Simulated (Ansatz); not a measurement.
# Sb2S3 — electric field gradients

The cell is a computed structure from the Materials Project (it need not be an observed phase), taken as it stands.

Space group Pnma (No. 62); a = 11.8001, b = 3.8447, c = 11.3671 Å.

```
site  Wyckoff  site symmetry       x       y       z
 Sb1       4c            .m.  0.8574  0.7500  0.4656
 Sb5       4c            .m.  0.9669  0.2500  0.1731
  S9       4c            .m.  0.8759  0.7500  0.0615
 S13       4c            .m.  0.0485  0.7500  0.3792
 S17       4c            .m.  0.3002  0.2500  0.1885
```

One atom of each set is listed.

Level of theory: DFT, PBE, plane waves and PAW, scalar-relativistic, 420 eV cutoff, Γ-centred 3×7×3 k-points, Fermi–Dirac smearing 0.02 eV (Ansatz 0.2.0).

C_Q = eQV_zz/h, which is 24.18 MHz for Q = 1 b and V_zz = 10²¹ V/m²; η = (V_xx − V_yy)/V_zz. ν_Q = 3|C_Q|/[2I(2I − 1)].

Sb-123: I = 7/2, Q = -692.0 mb; S-33: I = 3/2, Q = -69.40 mb. Quadrupole moments are those of Pyykkö's year-2017 table.

```json
{"site": "Sb1", "atoms": "4", "first shell": "3 S at 2.46–2.69 Å; also 2 S at 2.84 Å", "C_Q (MHz)": "332", "η": "0.05", "ν_Q (MHz)": "23.7"}
{"site": "Sb5", "atoms": "4", "first shell": "3 S at 2.52–2.54 Å; also 3 S at 3.18–3.25 Å", "C_Q (MHz)": "295", "η": "0.32", "ν_Q (MHz)": "21.0"}
{"site": "S9", "atoms": "4", "first shell": "2 Sb at 2.54 Å, angle 98°; also 1 Sb at 3.25 Å", "C_Q (MHz)": "23.3", "η": "0.44", "ν_Q (MHz)": "11.7"}
{"site": "S13", "atoms": "4", "first shell": "1 Sb at 2.46 Å; also 4 Sb at 2.84–3.18 Å", "C_Q (MHz)": "-12.1", "η": "0.67", "ν_Q (MHz)": "6.06"}
{"site": "S17", "atoms": "4", "first shell": "3 Sb at 2.52–2.69 Å", "C_Q (MHz)": "-9.78", "η": "0.72", "ν_Q (MHz)": "4.89"}
```

At Sb1 V_zz points along its shortest bond, to S (within 12°). At S9 V_zz stands upright on the plane of its two bonds (within 1°).

Without spin–orbit coupling (the program notes it for Sb) the gradients are little affected as a rule: paired runs on crystals with a gap mostly move them by under 2 % at such atoms. With these PAW files V_zz is typically within 2 to 3 % of all-electron values, but misses above 10 % occur on Sb.
